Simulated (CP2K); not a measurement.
HfO2:

```xyz
12
Lattice="5.1180 0.0000 0.0000 0.0000 5.1857 0.0000 -0.8587 0.0000 5.2139" Properties=species:S:1:pos:R:3 pbc="T T T"
Hf    0.8021    2.3870    3.6914
Hf    3.0279    4.9798    4.1294
Hf    3.4573    2.7987    1.5224
Hf    1.2314    0.2059    1.0845
O    -0.3473    0.8733    4.4146
O     4.1773    3.4661    3.4062
O     4.6066    4.3124    0.7993
O     0.0821    1.7196    1.8076
O     1.4549    3.8473    5.1101
O     2.3751    1.2544    2.7107
O     2.8045    1.3384    0.1038
O     1.8842    3.9313    2.5032
```

Base run:

* Program: CP2K 2026.2
* Functional: LDA
* Potentials or basis: POTENTIAL_UZH Hf GTH-PBE-q12, O GTH-PBE-q6; DZVP-MOLOPT-PBE-GTH basis
* Density cutoff: 11565 eV
* k mesh: 4 × 4 × 4
* Occupations: fermi-dirac, width 0.05 eV
* Spin: no spin polarisation

Its results: band gap on the k mesh 3.96 eV, indirect (least direct gap 4.05 eV); pressure -9.2 GPa; largest force 0.390 eV/Å.

Q: The run is repeated on the same cell with these changes: functional from LDA to PBEsol. What comes out?

A: Band gap on the k mesh 4.03 eV, indirect (least direct gap 4.12 eV); pressure -5.6 GPa; largest force 0.384 eV/Å.

PBEsol binds less tightly than LDA, so the same cell stands under more pressure.

Caveats: the potentials were made for another functional, which shifts forces and pressure; spin-orbit coupling is left out, which moves the levels of the heavy elements; the basis of atomic orbitals isn't converged, which shifts pressures, moduli and gaps.

A k mesh can miss the band edges.
